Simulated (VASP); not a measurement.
Set up this calculation in VASP 6.6.1, as an ASE script.

| Property | Result |
| --- | --- |
| Task | density of states |
| Functional | r2SCAN |
| Potentials or basis | VASP PAW PBE potentials, release 64 (Ca_sv) |
| Cutoff | 520 eV |
| k mesh | 8 × 8 × 8 |
| Occupations | methfessel-paxton, width 0.1 eV |
| Spin | no spin polarisation |
| Further INCAR settings | ALGO = Normal; EDIFF = 1.00e-06 |

The system is Ca.

```xyz
1
Lattice="-2.2400 2.2400 2.2400 2.2400 -2.2400 2.2400 2.2400 2.2400 -2.2400" Properties=species:S:1:pos:R:3 pbc="T T T"
Ca    0.0000    0.0000    0.0000
```

This isn't the form of Ca at room conditions, which is fcc.

One way to write it, as run:

run.py

```python
from ase import Atoms
from ase.calculators.vasp import Vasp
from ase.dft.dos import DOS

atoms = Atoms(
    ['Ca'],
    cell=[[-2.24, 2.24, 2.24], [2.24, -2.24, 2.24], [2.24, 2.24, -2.24]],
    scaled_positions=[[0.0, 0.0, 0.0]],
    pbc=True,
)
calc = Vasp(
    directory='calc',
    xc='r2scan',
    pp='PBE',
    setups='materialsproject',
    prec='Accurate',
    encut=520,
    ediff=1e-06,
    ismear=1,
    sigma=0.1,
    lreal=False,
    lasph=True,
    nelm=60,
    algo='Normal',
    isif=2,
    lwave=False,
    lcharg=False,
    lmixtau=True,
    lorbit=10,
    kpts=[8, 8, 8],
    gamma=True,
)
atoms.calc = calc

print('energy (eV):', atoms.get_potential_energy())
print('free energy (eV):', atoms.get_potential_energy(force_consistent=True))
print('forces (eV/A):')
print(atoms.get_forces())
print('stress (eV/A^3, Voigt):', atoms.get_stress())
print('Fermi level (eV):', calc.get_fermi_level())
dos = DOS(calc, width=0.1, window=(-10, 10), npts=201)
print('E - E_F (eV), DOS (1/eV)')
for e, g in zip(dos.get_energies(), dos.get_dos()):
    print(f'{e:8.3f} {g:10.4f}')
```

Potentials or basis: VASP PAW PBE potentials, release 64 (Ca_sv).

The run is started by

```bash
$ python run.py
```

It gave:

```yaml
Pressure: -0.6 GPa
Band_gap_on_the_k_mesh: none (metal or under the smearing width)
Valence_electrons_inside_the_program's_atomic_spheres: Ca 8.04
```

Caveat: the PAW data sets were made with another functional, which shifts forces and pressure a little.

Wall time 90 s on 1 thread of Intel(R) Xeon(R) Platinum 8488C (Sapphire Rapids) (shared host), peak memory 0.17 GiB.
